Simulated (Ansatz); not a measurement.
Runs of Ansatz 0.2.0 on Sn. The structure is cubic, space group Fd-3m (No. 227). Conventional cell: a = 6.467 Å, b = 6.467 Å, c = 6.467 Å, α = 90.00°, β = 90.00°, γ = 90.00°. Sn (site symmetry -43m) is surrounded by 4 Sn at 2.80 Å. This isn't the form of Sn at room conditions, which is tetragonal (white tin).

```tsv
task	level	cell	k mesh	smearing	points for each segment of the path	atoms under strain	gap on the mesh (eV)	pressure (GPa)	relaxed volume (Å³/atom)
relaxation of cell and atoms	revPBE+D3(BJ)	relaxed	7 × 7 × 7	fermi-dirac 0.05 eV	-	-	-	0.0	(a)
single point	PBE	as given	7 × 7 × 7	gaussian 0.028 eV	-	-	none	3.8	-
band structure	revPBE	as given	7 × 7 × 7	fermi-dirac 0.05 eV	14	-	none	(b)	-
single point	PBE	as given	7 × 7 × 7	gaussian 0.027 eV	-	-	none	3.8	-
relaxation of cell and atoms	revPBE+D4	relaxed	7 × 7 × 7	fermi-dirac 0.05 eV	-	-	none	0.0	35.43
elastic constants	LDA	as given	5 × 5 × 5	fermi-dirac 0.05 eV	-	clamped	none	0.4	-
relaxation of cell and atoms	RPBE	relaxed	7 × 7 × 7	fermi-dirac 0.05 eV	-	-	-	0.0	38.19
relaxation of cell and atoms	BLYP+D3(BJ)	relaxed	7 × 7 × 7	fermi-dirac 0.05 eV	-	-	-	0.0	35.85
```

Alike in all rows: potentials or basis Ansatz PAW; no spin polarisation; cutoff (eV) 420.

Task: Fill in the values left out.

Result: (a) 35.21; (b) 4.8.

Caveats: the PAW data sets come from PBE, with cores solved anew for the run's functional, which leaves a small shift of forces and pressure (some runs); the plane-wave basis is chosen anew once the cell has moved, so the energies of steps on either side of that aren't comparable (some runs); spin-orbit coupling is left out, which moves the levels of the heavy elements (some runs); pairwise dispersion overbinds metals, which lowers pressure and volume (some runs); elastic constants of metals need much finer meshes, so these are rough (some runs); the volume moved by +13 % from the deposited cell, more than functionals usually miss (some runs).

A k mesh can miss the band edges, and the runs leave out spin-orbit coupling on Sn.

A gap of «none» marks a metal or a gap under the smearing width.
